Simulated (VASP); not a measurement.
# Hf (P6_3/mmc) in VASP: further runs, part 3 of 3

VASP 6.6.1.

## Step 6: Relaxation of cell and atoms, PBEsol, target pressure 0.0001 GPa, at which the enthalpy is minimised

This run uses another cell than the first one, of 21.53 Å³/atom, 1.438 times its volume.

Input file INCAR:

```
  PREC = Accurate
  ENCUT = 520
  EDIFF = 1E-7
  ISMEAR = 0
  SIGMA = 0.1
  LREAL = F
  LASPH = T
  NELM = 80
  ALGO = Normal
  ISIF = 3
  LWAVE = F
  LCHARG = F
  GGA = PS
  IBRION = 2
  NSW = 80
  EDIFFG = -0.002
  PSTRESS = 0.001
```

Input file KPOINTS:

```
regular mesh
0
Gamma
  21 21 12
```

Input file POSCAR:

```
Hf                                      
1.0
    3.1567037491     -0.0000000000      0.0000000000
   -1.5783518746      2.7337856464     -0.0000000000
    0.0000000000      0.0000000000      4.9899800072
  Hf            
     2
Direct
     0.3333333300000021    0.6666666699999979    0.2500000000000000
     0.6666666699999979    0.3333333300000021    0.7500000000000000
```

Potentials or basis: VASP PAW PBE potentials, release 64 (Hf_pv).

Launch:

```sh
> cat potpaw_PBE.64/Hf_pv/POTCAR > POTCAR
> mpirun -np 1 vasp_std > vasp.out
```

OUTCAR:

```text
PREC = Accurate
   ENCUT = 520
   EDIFF = 1E-7
   ISMEAR = 0
   LREAL = F
   LASPH = T
   NELM = 80
   ISIF = 3
   GGA = PS
   IBRION = 2
   NSW = 80
   EDIFFG = -0.002
   PSTRESS = 0.001

 ion  position               nearest neighbor table
   1  0.333  0.667  0.250-   2 3.09   2 3.09   2 3.09   2 3.09   2 3.09   2 3.09
   2  0.667  0.333  0.750-   1 3.09   1 3.09   1 3.09   1 3.09   1 3.09   1 3.09

  LATTYP: Found a hexagonal cell.
 ALAT       =     3.1567037491
 C/A-ratio  =     1.5807565118

  Lattice vectors:

 A1 = (   3.1567037491,   0.0000000000,   0.0000000000)
 A2 = (  -1.5783518746,   2.7337856464,   0.0000000000)
 A3 = (   0.0000000000,   0.0000000000,   4.9899800072)

Analysis of symmetry for initial positions (statically):
=====================================================================
 Subroutine PRICEL returns:
 Original cell was already a primitive cell.

 Routine SETGRP: Setting up the symmetry group for a
 hexagonal supercell.

 Subroutine GETGRP returns: Found 24 space group operations
 (whereof 12 operations were pure point group operations)
 out of a pool of 24 trial point group operations.

The static configuration has the point symmetry D_3d.
 The point group associated with its full space group is D_6h.

Analysis of symmetry for dynamics (positions and initial velocities):
=====================================================================
 Subroutine PRICEL returns:
 Original cell was already a primitive cell.

 Routine SETGRP: Setting up the symmetry group for a
 hexagonal supercell.

 Subroutine GETGRP returns: Found 24 space group operations
 (whereof 12 operations were pure point group operations)
 out of a pool of 24 trial point group operations.

The dynamic configuration has the point symmetry D_3d.
 The point group associated with its full space group is D_6h.

 Subroutine INISYM returns: Found 24 space group operations
 (whereof 12 operations are pure point group operations),
 and found     1 'primitive' translations

----------------------------------------------------------------------------------------

                                     Primitive cell

  volume of cell :      43.0623

  direct lattice vectors                    reciprocal lattice vectors
     3.156703749  0.000000000  0.000000000     0.316786141  0.182896563  0.000000000
    -1.578351875  2.733785646  0.000000000     0.000000000  0.365793127  0.000000000
     0.000000000  0.000000000  4.989980007     0.000000000  0.000000000  0.200401605

  length of vectors
     3.156703749  3.156703756  4.989980007     0.365793128  0.365793127  0.200401605

  position of ions in fractional coordinates (direct lattice)
     0.333333330  0.666666670  0.250000000
     0.666666670  0.333333330  0.750000000

  ion indices of the primitive-cell ions
   primitive index   ion index
                 1           1
                 2           2

----------------------------------------------------------------------------------------

 KPOINTS: regular mesh

Automatic generation of k-mesh.
 Grid dimensions read from file:
 generate k-points for:   21   21   12

[... 54 lines left out ...]
   PREC   = accura    normal or accurate (medium, high low for compatibility)
   ISTART =      0    job   : 0-new  1-cont  2-samecut
   ICHARG =      2    charge: 1-file 2-atom 10-const
   ISPIN  =      1    spin polarized calculation?
   LNONCOLLINEAR =      F non collinear calculations
   LSORBIT =      F    spin-orbit coupling
   LASPH  =      T    aspherical Exc in radial PAW
   ENCUT  =  520.0 eV  38.22 Ry    6.18 a.u.   5.87  5.87  9.28*2*pi/ulx,y,z
   NELM   =     80;   NELMIN=  2; NELMDL= -5     # of ELM steps
   EDIFF  = 0.1E-06   stopping-criterion for ELM
   LREAL  =      F    real-space projection
   EDIFFG = -.2E-02   stopping-criterion for IOM
   NSW    =     80    number of steps for IOM
   IBRION =      2    ionic relax: 0-MD 1-quasi-New 2-CG
   NFREE  =      1    steps in history (QN), initial steepest desc. (CG)
   ISIF   =      3    stress and relaxation
   ISYM   =      2    0-nonsym 1-usesym 2-fastsym
   POTIM  = 0.5000    time-step for ionic-motion
   TEBEG  =    0.0;   TEEND  =   0.0 temperature during run
   PSTRESS=    0.0 pullay stress
   NELECT =      20.0000    total number of electrons
   NUPDOWN=      -1.0000    fix difference up-down
   EMIN   =  10.00;   EMAX   =-10.00  energy-range for DOS
   EFERMI =   0.00;   METHOD = LEGACY
   ISMEAR =     0;   SIGMA  =   0.10  broadening in eV -4-tet -1-fermi 0-gaus
   EFERMI_NEDOS =   21; number of points for ismear=-14 and -15
   IALGO  =     38    algorithm
   IMIX   =      4    mixing-type and parameters
     AMIX     =   0.40;   BMIX     =  1.00
     AMIX_MAG =   1.60;   BMIX_MAG =  1.00
  volume/ion in A,a.u.               =      21.53       145.30
  Fermi-wavevector in a.u.,A,eV,Ry     =   1.267805  2.395804 21.869046  1.607330
  Thomas-Fermi vector in A             =   2.400933
   LORBIT       =      0    0 simple, 1 ext, 2 COOP (PROOUT), +10 PAW based schemes
   GGA     = PS    functional components
   LHFCALC =     F    Hartree Fock is set to
   AEXX    =    0.0000 exact exchange contribution
   IVDW    =     0    specifies the selected vdW correction
   LEPSILON=     F    determine dielectric tensor
   LRPA    =     F    only Hartree local field effects (RPA)
 conjugate gradient relaxation of ions
 non-spin polarized calculation
 Gauss-broadening in eV      SIGMA  =   0.10
  energy-cutoff  :      520.00
  volume of cell :       43.06
 maximum number of plane-waves:      1182
 NGX is ok and might be reduce to    24
   NGX = 11   NGY = 11   NGZ = 19

--------------------------------------- Ionic step        1  -------------------------------------------

 number of electron      19.9999996 magnetization

 Free energy of the ion-electron system (eV)
  ---------------------------------------------------
  ext. energy  EPLUGINS =         0.00000000
  ---------------------------------------------------
  free energy    TOTEN  =       -21.01022401 eV

  energy without entropy =      -21.00297063  energy(sigma->0) =      -21.00659732

------------------------ aborting loop because EDIFF is reached ----------------------------------------

  FORCE on cell =-STRESS in cart. coord.  units (eV):
  Direction    XX          YY          ZZ          XY          YZ          ZX
  --------------------------------------------------------------------------------------
  -------------------------------------------------------------------------------------
  Total        0.0053730      0.0053730      0.0029828     -0.0000000     -0.0000000     -0.0000000
  in kB        0.1999077      0.1999077      0.1109797     -0.0000000     -0.0000000     -0.0000000
  external PRESSURE =       0.1692650 kB  Pullay stress =       0.0010000 kB
[... 63 lines left out ...]
--------------------------------------- Ionic step        3  -------------------------------------------

 number of electron      19.9999996 magnetization

 Free energy of the ion-electron system (eV)
  ---------------------------------------------------
  ext. energy  EPLUGINS =         0.00000000
  ---------------------------------------------------
  free energy    TOTEN  =       -21.01022423 eV

  energy without entropy =      -21.00297103  energy(sigma->0) =      -21.00659763

 E-fermi :   5.0345     XC(G=0): -11.5668

 val. band max:        5.0280748907   @ k =   0.2857   0.2857   0.2500
 cond. band min:       5.0353890774   @ k =   0.3333   0.2381   0.4167
 fundamental gap:      0.0073141866
 Fermi energy:         5.0344855244

 k-point     1 :       0.0000    0.0000    0.0000
  band No.  band energies     occupation
      1     -25.9845      2.00000
      2     -25.1348      2.00000
      3     -25.1348      2.00000
      4     -24.9909      2.00000
      5     -24.9889      2.00000
      6     -24.9889      2.00000
      7      -2.4927      2.00000
      8       1.1906      2.00000
      9       5.8425      0.00000
     10       6.1979      0.00000
     11       6.1979      0.00000
     12       6.5010      0.00000
     13       7.0638      0.00000
     14       7.0638      0.00000
[... 377 lines left out ...]
      1     -25.8134      2.00000
      2     -25.4395      2.00000
      3     -25.3587      2.00000
      4     -25.2137      2.00000
      5     -25.0780      2.00000
      6     -25.0593      2.00000
      7      -0.6776      2.00000
      8       2.7164      2.00000
      9       3.9883      2.00000
     10       4.2730      2.00000
     11       5.8116      0.00000
     12       6.1410      0.00000
     13       6.8986      0.00000
     14       7.9635      0.00000

 [... further k-points ...]

------------------------ aborting loop because EDIFF is reached ----------------------------------------

  FORCE on cell =-STRESS in cart. coord.  units (eV):
  Direction    XX          YY          ZZ          XY          YZ          ZX
  --------------------------------------------------------------------------------------
  -------------------------------------------------------------------------------------
  Total       -0.0010414     -0.0010414     -0.0025990      0.0000000      0.0000000     -0.0000000
  in kB       -0.0387387     -0.0387387     -0.0966831      0.0000000      0.0000000     -0.0000000
  external PRESSURE =      -0.0590535 kB  Pullay stress =       0.0010000 kB
[... 21 lines left out ...]
  energy  without entropy=      -21.0029710292  energy(sigma->0) =      -21.00659763

  enthalpy is  TOTEN    =       -21.0101973502 eV   P V=        0.0000268815

 reached required accuracy - stopping structural energy minimisation
```

OSZICAR:

```text
N       E                     dE             d eps       ncg     rms          rms(c)
DAV:   1     0.472789065292E+02    0.47279E+02   -0.11777E+04  9448   0.136E+03
DAV:   2    -0.197786646079E+02   -0.67058E+02   -0.65853E+02 11796   0.272E+02
DAV:   3    -0.217438886636E+02   -0.19652E+01   -0.19180E+01 12616   0.308E+01
[... 20 lines left out ...]
       N       E                     dE             d eps       ncg     rms          rms(c)
DAV:   1    -0.210102268604E+02   -0.30565E-05   -0.68925E-05  9636   0.729E-02    0.198E-02
DAV:   2    -0.210102248636E+02    0.19967E-05   -0.40171E-06  9882   0.169E-02    0.538E-03
DAV:   3    -0.210102242736E+02    0.59003E-06   -0.11034E-06 10116   0.815E-03    0.236E-03
DAV:   4    -0.210102242317E+02    0.41884E-07   -0.16136E-07  6024   0.341E-03
   3 F= -.21010197E+02 E0= -.21006571E+02  d E =-.221657E-06
```

Run time: 2 min. Hardware: 1 thread of Intel Xeon Platinum 8488C (Sapphire Rapids), shared host; peak memory 0.3 GiB.

Results:

* Free energy: -21.0102 eV
* Relaxed volume: 21.53 Å³/atom
* Relaxed cell: a = 3.157 Å, b = 3.157 Å, c = 4.990 Å, α = 90.00°, β = 90.00°, γ = 120.00°
* Space group after relaxing (to 0.05 Å): P6_3/mmc (No. 194)
* Energy change on relaxing (the enthalpy is what falls): -0.0 meV/atom
* Ionic steps: 3
* Pressure after relaxing: 0.0 GPa
* Band gap on the k mesh: none (metal or under the smearing width)

Final structure:
```cif
data_structure
_symmetry_space_group_name_H-M 'P 1'
_symmetry_Int_Tables_number 1
_cell_length_a 3.1569
_cell_length_b 3.1569
_cell_length_c 4.9901
_cell_angle_alpha 90.000
_cell_angle_beta 90.000
_cell_angle_gamma 120.000
_cell_volume 43.07
loop_
_atom_site_label
_atom_site_type_symbol
_atom_site_fract_x
_atom_site_fract_y
_atom_site_fract_z
_atom_site_occupancy
Hf1 Hf 0.33333 0.66667 0.25000 1
Hf2 Hf 0.66667 0.33333 0.75000 1
```

Levels at points of the mesh, in eV from the Fermi level:
```csv
k point,band 7,band 8,band 9,band 10,band 11,band 12,band 13,band 14
"(0.00, 0.00, 0.00)",-7.53,-3.84,0.81,1.16,1.16,1.47,2.03,2.03
"(0.00, 0.00, 0.50)",-5.47,-5.47,0.13,0.13,1.05,1.05,1.05,1.05
```

Caveat: the cell is relaxed towards a set pressure, so the enthalpy falls and the energy may rise; the PAW data sets were made with another functional, which shifts forces and pressure a little. The run has no spin-orbit coupling, so splittings on Hf are missing.

## Step 7: Summary

```csv
cell,target pressure,gap on the mesh (eV),pressure (GPa)
relaxed to 75 GPa,75 GPa,none,75.0
relaxed to 12 GPa,12 GPa,none,12.0
relaxed to 0.0001 GPa,0.0001 GPa,none,0.0
```

Alike in all rows: task relaxation of cell and atoms; level PBEsol; potentials or basis VASP PAW PBE potentials, release 64 (Hf_pv); no spin polarisation; k mesh 21 × 21 × 12; cutoff (eV) 520; smearing gaussian 0.1 eV.

Caveats: the cell is relaxed towards a set pressure, so the enthalpy falls and the energy may rise; the PAW data sets were made with another functional, which shifts forces and pressure a little; the relaxation stopped at its first step, so nothing moved (some runs).

Total energies depend on the potentials used, so only differences within one code and one set of settings carry meaning.
